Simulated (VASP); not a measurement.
Lu: single point with PBE

Crystal: Lu.

```
CELL_PARAMETERS angstrom
3.30766 0.00000 0.00000
-1.65383 2.86452 0.00000
0.00000 0.00000 3.27221
ATOMIC_POSITIONS crystal
Lu 0.00000 0.00000 0.50000
```

The cell was built by a generator and needn't be a form met in nature.

The cell isn't the ideal one: random cell by space group and Wyckoff sites (P6/mmm, No. 191).

```json
{
  "Program": "VASP 6.6.1",
  "Task": "single point",
  "Functional": "PBE",
  "Potentials or basis": "VASP PAW PBE potentials, release 64 (Lu)",
  "Cutoff": "520 eV",
  "k mesh": "21 × 21 × 18",
  "Occupations": "gaussian, width 0.1 eV",
  "Spin": "no spin polarisation",
  "Dipole correction": "no",
  "Further INCAR settings": "ALGO = Fast; EDIFF = 1e-06; NBANDS = 18"
}
```

| Quantity | Value |
| --- | --- |
| Pressure | -2.8 GPa |
| Band gap on the k mesh | none (metal or under the smearing width) |

Levels at points of the mesh, in eV from the Fermi level:
| k point | band 9 | band 10 | band 11 | band 12 | band 13 | band 14 | band 15 | band 16 | band 17 | band 18 |
| --- | --- | --- | --- | --- | --- | --- | --- | --- | --- | --- |
| (0.00, 0.00, 0.00) | -5.18 | -5.16 | -5.16 | -5.08 | -0.31 | 2.35 | 2.35 | 6.33 | 6.33 | 9.85 |
| (0.00, 0.00, 0.50) | -5.13 | -5.13 | -5.08 | -3.05 | -0.59 | 2.91 | 2.91 | 4.11 | 4.11 | 7.72 |

Wall time 7.1 min on 1 thread of Intel(R) Xeon(R) Platinum 8488C (Sapphire Rapids), on a shared host, peak memory 0.38 GiB.

Spin-orbit coupling is left out, which matters for the levels of Lu.
